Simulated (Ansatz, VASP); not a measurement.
## One calculation of ZnS (Wurtzite-2H), two programs

INCAR

```
  PREC = Accurate
  ENCUT = 520
  EDIFF = 1E-7
  ISMEAR = 0
  SIGMA = 0.028999999999999998
  LREAL = False
  LASPH = True
  NELM = 80
  ALGO = Normal
  ISIF = 2
  LWAVE = False
  LCHARG = False
  GGA = PE
```

The input KPOINTS:

```
Automatic mesh
0
Gamma
  8 8 5
```

The input POSCAR:

```
ZnS
1.0
    3.8110000000      0.0000000000      0.0000000000
   -1.9055000000      3.3004228138      0.0000000000
    0.0000000000      0.0000000000      6.2340000000
Zn S
2 2
Direct
    0.6666666667      0.3333333333      0.5000000000
    0.3333333333      0.6666666667      0.0000000000
    0.6666666667      0.3333333333      0.8850000000
    0.3333333333      0.6666666667      0.3850000000
```

The input input.yaml:

```yaml
crystal:
  lattice:
    - [3.811, 0.0, 0.0]
    - [-1.9055, 3.3004228138, 0.0]
    - [0.0, 0.0, 6.234]
  atoms:
    - { symbol: Zn, position: [0.6666666667, 0.3333333333, 0.5] }
    - { symbol: Zn, position: [0.3333333333, 0.6666666667, 0.0] }
    - { symbol: S, position: [0.6666666667, 0.3333333333, 0.885] }
    - { symbol: S, position: [0.3333333333, 0.6666666667, 0.385] }
hamiltonian:
  xc: pbe
  pseudopotentials: { kind: paw }
kpoints:
  mp_grid: { grid: [8, 8, 5] }
scf:
  occupations: { method: gaussian, width: 0.029 }
output:
  forces: true
  stress: true
  eigenvalues: true
```

Alike in both runs: task single point; functional PBE; k mesh 8 × 8 × 5; occupations gaussian, width 0.029 eV; no spin polarisation.

|  | VASP | Ansatz |
| --- | --- | --- |
| version | VASP 6.6.1 | Ansatz 0.2.0 |
| potentials or method | VASP PAW PBE potentials, release 64 (Zn, S) | Ansatz PAW |
| plane-wave cutoff (eV) | 520 | 420 |
| valence electrons in the cell | 36 | 36 |

VASP gave:

| Quantity | Value |
| --- | --- |
| gap on the k mesh at the Fermi level (eV) | 2.25 |
| least direct gap on the mesh (eV) | 2.25 |
| pressure (GPa) | 2.5 |
| largest component of the traceless stress (GPa) | 1.37 |
| rms of the force components (eV/Å) | 0.186 |

Which values does Ansatz return?

gap on the k mesh at the Fermi level (eV): 2.25; least direct gap on the mesh (eV): 2.25; pressure (GPa): 2.3; largest component of the traceless stress (GPa): 1.35; rms of the force components (eV/Å): 0.184.

Atom by atom the forces differ by 0.002 eV/Å (rms over components). The functional is the same, so the differences come from potentials, cutoffs and numerics.

Caveats: odd divisions of the mesh miss points on the zone boundary, where band edges often lie, so the gap on the mesh can be too wide (Ansatz). As with any semilocal functional, this PBE gap is likely too small.
